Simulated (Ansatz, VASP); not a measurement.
# TePb: VASP beside Ansatz

```
Pb Te
1.0
     0.00000    3.23100    3.23100
     3.23100    0.00000    3.23100
     3.23100    3.23100    0.00000
Pb Te
1 1
Direct
  0.00000 0.00000 0.00000
  0.50000 0.50000 0.50000
```

Alike in both runs: task band structure; functional PBEsol; k mesh 5 × 5 × 5; occupations fermi-dirac, width 0.05 eV; spin-orbit coupling, no magnetisation.

|  | VASP | Ansatz |
| --- | --- | --- |
| version | VASP 6.6.1 | Ansatz 0.2.0 |
| potentials or method | VASP PAW PBE potentials, release 64 (Pb_d, Te) | Ansatz PAW |
| plane-wave cutoff (eV) | 520 | 420 |
| valence electrons in the cell | 20 | 30 |

```tsv
	VASP	Ansatz	Ansatz less VASP
gap on the k mesh at the Fermi level (eV)	0.49	0.40	-0.088
least direct gap on the mesh (eV)	0.52	0.44	-0.079
pressure (GPa)	-0.6	-0.7	-0.10
```

The two sets of potentials don't hold the same shells in valence.

Caveats: the PAW data sets were made with another functional, which shifts forces and pressure a little (VASP); the PAW data sets come from PBE, with cores solved anew for the run's functional, which leaves a small shift of forces and pressure (Ansatz).
